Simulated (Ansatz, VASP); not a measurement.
## One calculation of HfO2, two programs

```
Hf O
1.0
     0.00000    2.55750    2.55750
     2.55750    0.00000    2.55750
     2.55750    2.55750    0.00000
Hf O
1 2
Direct
  0.00000 0.00000 0.00000
  0.25000 0.25000 0.25000
  0.75000 0.75000 0.75000
```

Measurements of this composition are mostly on another form, of space group No. 14.

Alike in both runs: task single point; functional PBEsol; k mesh 10 × 10 × 10; occupations gaussian, width 0.05 eV; no spin polarisation.

|  | VASP | Ansatz |
| --- | --- | --- |
| version | VASP 6.6.1 | Ansatz 0.2.0 |
| potentials or method | VASP PAW PBE potentials, release 64 (Hf_pv, O) | scalar-relativistic, plane waves, PAW |
| plane-wave cutoff (eV) | 520 | 500 |
| valence electrons in the cell | 22 | 38 |

Ansatz gave:

- gap on the k mesh at the Fermi level (eV): 3.59
- pressure (GPa): -10.2

Question: Which values does VASP return?

Answer: gap on the k mesh at the Fermi level (eV): 3.60; pressure (GPa): -13.5.

The two sets of potentials don't hold the same shells in valence.

Caveats: the PAW data sets were made with another functional, which shifts forces and pressure a little (VASP); spin-orbit coupling is left out, which moves the levels of the heavy elements. PBEsol gaps usually lie below the measured ones, often by a third to a half. A k mesh can miss the band edges.
